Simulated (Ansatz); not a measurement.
# AlNi (Pm-3m): scan of the energy under strain, by script

The task is a scan of the energy under strain, for AlNi (Pm-3m).

Program: Ansatz 0.2.0 through its Python package. Level of theory: DFT PBE, plane waves, PAW. These are calculated values, not measurements.

**1. Starting point**

Symmetry: Pm-3m, No. 221, cubic system. The conventional cell has a = 2.881 Å, b = 2.881 Å, c = 2.881 Å, α = 90.00°, β = 90.00°, γ = 90.00°. Al (site symmetry m-3m) is surrounded by 8 Ni at 2.50 Å. Ni (site symmetry m-3m) has 8 Al at 2.50 Å as nearest neighbours.

The script holds or builds the structure itself.

**2. The code**

strain.py

```python
"""Energy of AlNi under biaxial strain, ions carried with the cell."""

import warnings

import ansatz as az
import numpy as np

ECUT = 550
OCCUPATIONS = "Fermi-Dirac"
SMEARING_WIDTH = 0.15
KGRID = (12, 12, 12)

vectors0 = np.array([
    [2.881, 0.0, 0.0],
    [0.0, 2.881, 0.0],
    [0.0, 0.0, 2.881],
])
sites = [
    ("Al", (0.0, 0.0, 0.0), 0.0),
    ("Ni", (0.5, 0.5, 0.5), 1.0),
]


def crystal_on(cell):
    crystal = az.Crystal(lattice=az.Lattice.of(cell))
    for symbol, position, moment in sites:
        crystal = crystal.atom(symbol, position, moment=moment or None)
    return crystal

warnings.simplefilter("ignore", az.DeckWarning)

# clamped ions: the fractional positions stay as typed
values = np.linspace(-0.03, 0.03, 7)
energies = []
for d in values:
    strain = np.diag([d, d, 0])
    cell = vectors0 @ (np.eye(3) + strain)
    base = (
        crystal_on(cell).calculation()
        .pseudopotentials("paw")
        .spin("collinear")
        .functional(az.Functional.PBE)
        .basis(ECUT)
        .occupations(OCCUPATIONS, width=SMEARING_WIDTH)
        .kpoints(*KGRID)
    )
    r = base.run().report
    energies.append(r["free_energy_ev"] / len(sites))
    print(f"d = {d:+.4f}  F = {energies[-1]:.5f} eV/atom")
energies = np.array(energies)

for value, e in zip(values, energies):
    print(f"strain {value:7.3f}   E - Emin = {1000 * (e - energies.min()):9.3f} meV/atom")
np.savetxt("strain.csv", np.column_stack([values, energies]), fmt="%.6f", delimiter=",", header="strain,energy_eV_per_atom")
curvature = 2 * np.polyfit(values, energies, 3)[1]
volume = abs(np.linalg.det(vectors0)) / len(sites)
print(f"d2E/dd2 over the volume: {curvature / volume * 160.21766:.1f} GPa")
```

**3. The run**

Launch:

```
$ python strain.py
```

What it wrote:

```text
RunWarning: the starting moments were not kept: the SCF closed with an absolute magnetisation of 1.3e-6 μB, where they sum to 1 μB in size (1 site). That is at most 0.1 of that sum. Measured as dr2_m measures the in/out step, that magnetisation stands 2.3e-12 eV from none, at or under the dr2_threshold of 1.0e-7 eV: it is no larger than a step whose dr2_m would equal this threshold. The system may hold no moment; this SCF shows only that its start led to no more than that. To try another start: raise the starting moments (crystal.atoms[].spin, magnetization.per_species, magnetization.initial_magnetization, or on a non-collinear deck that types none of these the spinor_matrix: blocks that [...]
d = -0.0300  F = -3189.24490 eV/atom
d = -0.0200  F = -3189.26288 eV/atom
d = -0.0100  F = -3189.27469 eV/atom
d = +0.0000  F = -3189.28078 eV/atom
d = +0.0100  F = -3189.28157 eV/atom
d = +0.0200  F = -3189.27745 eV/atom
d = +0.0300  F = -3189.26879 eV/atom
strain  -0.030   E - Emin =    36.671 meV/atom
strain  -0.020   E - Emin =    18.689 meV/atom
strain  -0.010   E - Emin =     6.881 meV/atom
strain   0.000   E - Emin =     0.792 meV/atom
strain   0.010   E - Emin =     0.000 meV/atom
strain   0.020   E - Emin =     4.116 meV/atom
strain   0.030   E - Emin =    12.779 meV/atom
d2E/dd2 over the volume: 712.9 GPa
```

(Warnings from the package without file and line, shortened, repeats left out.)

Wall time 2.7 min (1 thread of Arm Neoverse N1, shared host); peak memory 0.51 GiB.

It wrote strain.csv:

```csv
# strain,energy_eV_per_atom
-0.030000,-3189.244899
-0.020000,-3189.262881
-0.010000,-3189.274688
0.000000,-3189.280778
0.010000,-3189.281570
0.020000,-3189.277453
0.030000,-3189.268790
```

**4. What each run gave**

One row for each of the 7 runs:

```tsv
run	strain	energy from run 5 (meV/atom)	SCF cycles	CPU time (s)
1	-0.030	36.67	11	24
2	-0.020	18.69	10	22
3	-0.010	6.88	11	25
4	0.000	0.79	11	11
5	0.010	0.00	11	25
6	0.020	4.12	11	25
7	0.030	12.78	11	25
```

Energies are free energies F = E - TS of the smeared occupations. 

**5. Summary of results**

| quantity | value |
| --- | --- |
| curvature under the strain | 712.9 GPa |
| runs compared | 7 |
| range of energy | 36.67 meV/atom |
| lowest point, strain | 0.010 |

In words: Against the unstrained cell the energy per atom changes by +35.88 meV at one end of the scan and +11.99 meV at the other, and its second derivative over the volume is 712.9 GPa. Reading the output:
- The SCF didn't keep the moments it started from (some shrank, vanished or turned); what is printed is the state reached.
- A Fermi-Dirac width this large means warm electrons, whose thermal share enters the free energy.
- The curvature belongs to this strain pattern and to the cell's stress; it equals a single elastic constant only for simple patterns.
- In a metal a curvature from energy changes of a few meV or less hangs on mesh and smearing, in size and even in sign.
- The ions keep their fractional positions (clamped ions). The starting moments were not kept in at least one run, so it stands on a weaker or other magnetic state than the one typed.
